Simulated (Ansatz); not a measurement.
# SnO2: the cost of one run

Computed with Ansatz 0.2.0 (DFT PBE, scalar-relativistic, plane waves, PAW, unless a step's input says otherwise).

3 further runs of the same task are left out: 3 set aside as unsound or not needed. Runs told in other sessions of the task aren't counted.

### 1 The structure to begin with

Symmetry: P4_2/mnm, No. 136, tetragonal system. Conventional cell: a = 4.828 Å, b = 4.828 Å, c = 3.238 Å, α = 90.00°, β = 90.00°, γ = 90.00°. Sn (site symmetry mmm) is surrounded by 6 O at 2.09 Å. O (site symmetry m2m) has 3 Sn at 2.09 Å in its first shell of neighbours.

Coordinates:

```cif
data_structure
_symmetry_space_group_name_H-M 'P 1'
_symmetry_Int_Tables_number 1
_cell_length_a 4.8277
_cell_length_b 4.8277
_cell_length_c 3.2380
_cell_angle_alpha 90.000
_cell_angle_beta 90.000
_cell_angle_gamma 90.000
_cell_volume 75.47
loop_
_atom_site_label
_atom_site_type_symbol
_atom_site_fract_x
_atom_site_fract_y
_atom_site_fract_z
_atom_site_occupancy
Sn1 Sn 0.00000 0.00000 0.00000 1
Sn2 Sn 0.50000 0.50000 0.50000 1
O1 O 0.30661 0.30661 0.00000 1
O2 O 0.19339 0.80661 0.50000 1
O3 O 0.69339 0.69339 0.00000 1
O4 O 0.80661 0.19339 0.50000 1
```

It is the result of an earlier relaxation at this level (volume 12.58 Å³/atom; gap on the mesh: 0.68 eV).

### 2 Zero of energy

The reference gives a free energy of -14317.9692 eV, pressure 0.00 GPa, largest force 0.004 eV/Å and gap on the mesh 0.68 eV. It was computed beforehand with the settings of the runs below.

### 3 Next: a frozen normal mode

Mode 6 of the phonon run on this cell, counted from the lowest, is frozen in: each atom moves by x times its row below, so x is the largest displacement.

```
atom      ux      uy     uz
 Sn1  -0.024  -0.024  0.000
 Sn2  -0.183  -0.183  0.000
  O3   0.064   0.064  0.000
  O4   0.707   0.707  0.000
  O5   0.064   0.064  0.000
  O6   0.707   0.707  0.000
```

### 4 x = -0.120 Å

Contents of input.yaml:

```yaml
crystal:
  lattice:
    - [4.8277050007, 0.0, 0.0]
    - [0.0, 4.8277050007, 0.0]
    - [0.0, 0.0, 3.2379909335]
  atoms:
    - { symbol: Sn, position: [0.0006086894, 0.0006086894, 0.0] }
    - { symbol: Sn, position: [0.5045608207, 0.5045608207, 0.5] }
    - { symbol: O, position: [0.3050028429, 0.3050028429, 0.0] }
    - { symbol: O, position: [0.1758186915, 0.7890288649, 0.5] }
    - { symbol: O, position: [0.6917926695, 0.6917926695, 0.0] }
    - { symbol: O, position: [0.7890288649, 0.1758186915, 0.5] }
basis:
  ecutwfc: 420
kpoints:
  mp_grid: { grid: [6, 6, 8] }
hamiltonian:
  xc: pbe
scf:
  occupations: { method: gaussian, width: 0.05 }
output:
  forces: true
  stress: true
  eigenvalues: true
```

The run is started by

```bash
> ansatz run input.yaml --threads 2 --pin off --max-ram 5120MiB --backend cpu --events-out ev --progress --plain --runs-dir out
```

**Question.** How long does this run take on 2 threads of Arm Neoverse V2, shared host, and how much memory does it need?

About 6.2 s, with a peak of 0.36 GiB.
